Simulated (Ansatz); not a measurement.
**Elastic constants of AlN at 22 GPa (stress–strain coefficients): input and output**

All numbers below come from DFT PBE, scalar-relativistic, plane waves, PAW in Ansatz 0.2.0.

Launched with:
```bash
ansatz run input.yaml --threads 1 --pin off --max-ram 3072MiB --backend cpu --events-out ev --progress --plain --runs-dir out
```

Input (bare energies are in eV):
```yaml
crystal:
  lattice:
    - [0.0, 2.1330057111, 2.1330057111]
    - [2.1330057111, 0.0, 2.1330057111]
    - [2.1330057111, 2.1330057111, 0.0]
  atoms:
    - { symbol: Al, position: [0.0, 0.0, 0.0] }
    - { symbol: "N", position: [0.75, 0.75, 0.75] }
basis:
  ecutwfc: 420
kpoints:
  mp_grid: { grid: [10, 10, 10] }
hamiltonian:
  xc: pbe
scf:
  occupations: { method: fixed }
output:
  forces: true
  stress: true
  eigenvalues: true
  polarization: {}
elastic:
  mode: relaxed_ion
  stencil: two_point
```

From the output:
```
--- Elastic constants: 2 strain directions × 2 members + reference (group order 24) ---
  dense FFT box of the reference and of every strained cell: 24×24×24
  strains applied: 11, 23; error gains: componentwise 1.00 (the most a stress slope's error grows in a printed constant), spectral 1.73 (1 for all six strains in a standard setting)
  C = ∂σ_k/∂η_j (tension-positive GPa; Voigt order 11 22 33 23 13 12):
       354.123    234.307    234.307     -0.000      0.000      0.000
       234.307    354.123    234.307     -0.000     -0.000      0.000
       234.307    234.307    354.123     -0.000      0.000     -0.000
        -0.000     -0.000     -0.000    194.341      0.000     -0.000
         0.000      0.000     -0.000     -0.000    194.341     -0.000
         0.000     -0.000     -0.000      0.000     -0.000    194.341
  reference stress σ⁰ (GPa):    -21.998    -21.998    -21.998     -0.000      0.000     -0.000
  C* (energy form; C + prestress term) asymmetry max|C*_kj − C*_jk| = 2.842e-14 GPa — a small one proves nothing (zero by symmetry where the batch's group is 432, −43m or m−3m); a large one is finite-difference/SCF noise where every solve ...
  moduli (Voigt/Reuss/Hill, GPa): K = 274.25/274.25/274.25   G = 140.57/102.41/121.49   E = 317.58   ν = 0.307
  mechanically stable: yes (min eigenvalue of sym C = 119.82 GPa)
  e, the proper piezoelectric tensor (elastic.mode: relaxed_ion; C/m²; rows x y z; Voigt order 11 22 33 23 13 12):
      -0.00000    0.00000   -0.00000   -0.95973   -0.00000   -0.00000
      -0.00000   -0.00000    0.00000    0.00000   -0.95973   -0.00000
      -0.00000    0.00000   -0.00000    0.00000   -0.00000   -0.95973
  ±, each entry's uncertainty from the finite density of the strings (C/m²), an estimate: the size of the correction for it that the entry includes:
       0.00000    0.00000    0.00000    0.00118    0.00000    0.00000
       0.00000    0.00000    0.00000    0.00000    0.00118    0.00000
       0.00000    0.00000    0.00000    0.00000    0.00000    0.00118
  the group's symmetry takes up to 6.3e-9 C/m² out of the measured responses: error of the strings' finite density and of the mesh across them, as far as it breaks the symmetry (raise kpoints.mp_grid and any string_points); the largest step ...
  strain η (Voigt 11):  stress-route row diagonal C_11 = 354.12 GPa, energy-path curvature d²(F+E_count+ΔE)/dδ²/Ω₀ = 354.60 GPa
         δ    σ_11 (GPa) F (eV) n_scf n_hpsi n_pw
    -2.000e-3     -22.7065        -924.0827818       7   16595    388   relax 0 steps, max|allowed force component| 8.33e-17 eV/Å
     2.000e-3     -21.2900        -924.0934087       7   16609    392   relax 0 steps, max|allowed force component| 8.33e-17 eV/Å
  strain η (Voigt 23):  stress-route row diagonal C_44 = 194.34 GPa, energy-path curvature d²(F+E_count+ΔE)/dδ²/Ω₀ = 205.97 GPa
         δ    σ_23 (GPa) F (eV) n_scf n_hpsi n_pw
    -2.000e-3      -0.3887        -924.0881239      10   27244    392   relax 3 steps, max|allowed force component| 5.74e-7 eV/Å
     2.000e-3       0.3887        -924.0881239      10   27252    392   relax 3 steps, max|allowed force component| 6.05e-7 eV/Å
--- Formal polarisation (Berry phase): one branch of a lattice of values; only differences between neighbouring runs are physical ---
  axis mesh electronic ionic p = total spread (rad) least overlap resolved gap  δp at fixed H ≤   (phases in cycles; p mod 1; gap in eV; gap and δp judge the states as solved, not the mesh's step, its ...
  b1    10×10×10       -0.00000000     3.75000000     3.75000000      0.044705         0.9381        4.8236           3.9e-7
  b2    10×10×10       -0.00000000     3.75000000     3.75000000      0.044705         0.9381        4.8236           3.9e-7
  b3    10×10×10        0.00000000     3.75000000     3.75000000      0.044705         0.9381        4.8236           3.9e-7
  quantum along a1:   0.15541787 e/Å² =   249.006887 µC/cm²
  quantum along a2:   0.15541787 e/Å² =   249.006887 µC/cm²
  quantum along a3:   0.15541787 e/Å² =   249.006887 µC/cm²
  P = (  0.82422775,   0.82422775,   0.82422775) e/Å² = ( 1320.558439,  1320.558439,  1320.558439) µC/cm²  (mod the quanta)
```

Time: 17 s on 1 thread of AMD EPYC 9R45 96-Core Processor (Zen 5), on a shared host, peak memory 0.38 GiB.

Other phases may be more stable at this pressure.

This zinc-blende form isn't the usual stable structure of the compound at low pressure.